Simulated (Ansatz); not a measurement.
Crystal: MgO.

```
Mg O
1.0
     0.00000    2.09700    2.09700
     2.09700    0.00000    2.09700
     2.09700    2.09700    0.00000
Mg O
1 1
Direct
  0.00000 0.00000 0.00000
  0.50000 0.50000 0.50000
```

The cell is a database's computed one.

```yaml
Program: Ansatz 0.2.0
Task: relaxation of cell and atoms
Functional: RPBE
Potentials_or_basis: Ansatz PAW
Cutoff: "420 eV (not typed: the program's choice for these potentials)"
k_mesh: 11 × 11 × 11
Occupations: fermi-dirac, width 0.05 eV
Spin: no spin polarisation
```

At the start: volume 9.22 Å³/atom.

Where does the relaxation end?

It ends after 7 steps and the volume is 9.93 Å³/atom (+7.7 %); space group Fm-3m (No. 225, to 0.05 Å).

Step by step:
```tsv
step	energy change (eV)	largest force (eV/Å)	volume (Å³)
1	0.0000	0.0000	18.44
2	-0.0303	0.0000	19.00
3	-0.0431	0.0000	19.71
4	-0.0430	0.0000	19.77
5	-0.0495	0.0000	19.77
6	-0.0494	0.0000	19.85
7	-0.0496	0.0000	19.85
```

Final structure:
```cif
data_structure
_symmetry_space_group_name_H-M 'P 1'
_symmetry_Int_Tables_number 1
_cell_length_a 3.0394
_cell_length_b 3.0394
_cell_length_c 3.0394
_cell_angle_alpha 60.000
_cell_angle_beta 60.000
_cell_angle_gamma 60.000
_cell_volume 19.85
loop_
_atom_site_label
_atom_site_type_symbol
_atom_site_fract_x
_atom_site_fract_y
_atom_site_fract_z
_atom_site_occupancy
Mg1 Mg 0.00000 0.00000 0.00000 1
O1 O 0.50000 0.50000 0.50000 1
```

Caveat: the plane-wave basis is chosen anew once the cell has moved, so the energies of steps on either side of that aren't comparable; the pressure holds a Pulay correction of +0.5 GPa for the finite cutoff; the PAW data sets come from PBE, with cores solved anew for the run's functional, which leaves a small shift of forces and pressure.
